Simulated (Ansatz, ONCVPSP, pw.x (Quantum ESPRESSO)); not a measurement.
What a changed setting does to a pw.x run (diamond H)

Potential: optimised norm-conserving Vanderbilt (ONCV), ONCVPSP 4.0.1, PBE; core none, reference 1s1; waves: 1s: rc 1.25 bohr, ncon 4, nbas 8, qcut 5 1/bohr, 1 projector; p scattering state at 0.2 Ha: rc 1.05 bohr, ncon 4, nbas 7, qcut 8.8 1/bohr, 2 projectors, debl 0.9 Ha; local part: polynomial inside 0.95 bohr (lpopt 5, dvloc0 1 Ha); core correction: none.

The reference run (k-mesh 15³, cutoffs 145/580 Ry, Fermi–Dirac 0.01 Ry, mixing_beta 0.4, conv_thr 1e-9, no spin) gives -0.13 GPa at 3.427 Å³/atom, where all-electron LAPW gives -0.21 GPa. This run, with its own iteration cap, changes degauss to 0.002.

```
&control
  calculation='scf', prefix='x', pseudo_dir='./', outdir='./tmp', tstress=.true., disk_io='none'
/
&system
  ibrav=0, nat=2, ntyp=1, ecutwfc=145, ecutrho=580, nbnd=8,
  occupations='smearing', smearing='fd', degauss=0.002
/
&electrons
  conv_thr=1e-09, mixing_beta=0.4, electron_maxstep=50
/
ATOMIC_SPECIES
H 1.0 H.UPF
CELL_PARAMETERS angstrom
  0.00000000 1.50766447 1.50766447
  1.50766447 0.00000000 1.50766447
  1.50766447 1.50766447 0.00000000
ATOMIC_POSITIONS crystal
H 0.0000 0.0000 0.0000
H 0.2500 0.2500 0.2500
K_POINTS automatic
15 15 15 0 0 0
```

```bash
pw.x < H.scf.in > H.scf.out
```

Task: How does the run end?

Result: It converges in 5 iterations; the free energy moves by +1.2 meV/atom and the pressure by -0.02 GPa. In a metal, with Fermi–Dirac smearing, F lies below its zero-width value by a term in the square of the width.

```
Message from routine setup:
     using ibrav=0 with symmetry is DISCOURAGED, use correct ibrav instead
     lattice parameter (alat)  =       4.0292  a.u.
     unit-cell volume          =      46.2531 (a.u.)^3
     number of electrons       =         2.00
     number of Kohn-Sham states=            8
     kinetic-energy cutoff     =     145.0000  Ry
     charge density cutoff     =     580.0000  Ry
     scf convergence threshold =      1.0E-09
     Exchange-correlation= PBE
     number of k points=   120  Fermi-Dirac smearing, width (Ry)=  0.0020
     iteration #  1     ecut=   145.00 Ry     beta= 0.40
     total energy              =      -2.21388927 Ry
     estimated scf accuracy    <       0.00513399 Ry
     iteration #  2     ecut=   145.00 Ry     beta= 0.40
     total energy              =      -2.21424504 Ry
     estimated scf accuracy    <       0.00185282 Ry
     iteration #  3     ecut=   145.00 Ry     beta= 0.40
     total energy              =      -2.21427331 Ry
     estimated scf accuracy    <       0.00000128 Ry
     iteration #  4     ecut=   145.00 Ry     beta= 0.40
     total energy              =      -2.21427623 Ry
     estimated scf accuracy    <       0.00000384 Ry
     iteration #  5     ecut=   145.00 Ry     beta= 0.40
     the Fermi energy is     2.4530 ev
!    total energy              =      -2.21427643 Ry
     estimated scf accuracy    <          8.9E-10 Ry
     smearing contrib. (-TS)   =      -0.00002725 Ry
     The total energy is F=E-TS. E is the sum of the following terms:
     one-electron contribution =       0.89599692 Ry
     hartree contribution      =       0.12368691 Ry
     xc contribution           =      -1.34321340 Ry
     ewald contribution        =      -1.89071962 Ry
     convergence has been achieved in   5 iterations
          total   stress  (Ry/bohr**3)                   (kbar)     P=       -1.50
     Message from routine punch:
     Nothing written, as per user request (disk_io='none')
```

The run took about 6 s on one core of a shared server CPU.
